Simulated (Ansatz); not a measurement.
The calculation used DFT PBE, scalar-relativistic, plane waves, PAW in Ansatz. Settings: cutoff 420 eV, Γ-centred meshes spaced at most about 0.3 Å⁻¹, and about 0.25 Å⁻¹ or finer for metals (2π included), Gaussian smearing. No spin polarisation.

Temperature and zero-point effects are left out.

Two relaxed structures of TiC₃:

1.

```xyz
16
Lattice="4.7293 0.0000 0.0000 0.0000 4.2608 0.0000 0.0000 0.0000 10.5501" Properties=species:S:1:pos:R:3 pbc="T T T"
Ti    3.5470    0.0000    9.5605
Ti    3.5470    2.1304    0.9899
Ti    1.1823    0.0000    0.9896
Ti    1.1823    2.1304    9.5602
C     0.0000    0.7049    5.2751
C     3.5470    1.4255    5.2705
C     2.3646    0.7049    5.2751
C     1.1823    1.4255    5.2796
C     0.0000    3.5559    5.2751
C     3.5470    2.8354    5.2705
C     1.1823    2.8354    5.2796
C     2.3646    3.5559    5.2751
C     3.5470    2.1304    9.5110
C     3.5470    0.0000    1.0389
C     1.1823    2.1304    1.0391
C     1.1823    0.0000    9.5112
```

2.

```xyz
4
Lattice="1.5921 0.9192 4.9666 -1.5921 0.9192 4.9666 0.0000 -1.8384 4.9666" Properties=species:S:1:pos:R:3 pbc="T T T"
Ti    0.0000    0.0000    0.0000
C     0.0000    0.0000    7.4499
C     0.0000    0.0000    8.7553
C     0.0000    0.0000    6.1445
```

Question: Which form is favoured at zero pressure, and by what margin per atom?

Answer: Cell 1 is lower, by 295 meV/atom. Cell 1 has space group Pmma (No. 51), 13.3 Å³/atom and a gap of 0.02 eV on its mesh; cell 2 has space group R-3m (No. 166), 10.9 Å³/atom and no gap. Counting C atoms around Ti (those within 1.25 times the shortest such distance or 1.15 times the sum of covalent radii; a plus sign parts nearer from farther groups), cell 1 has Ti 3+2 and cell 2 has Ti 6. Cell 1 holds C–C nets (shortest 1.38 Å); cell 2 holds C–C units of three or more atoms (shortest 1.31 Å). Both come from invented guesses.

Weakly bound directions are ill-defined at this level, which has no dispersion term (Pmma), and this can change margins and order among such cells. Cells relaxed within their symmetry can be saddle points.
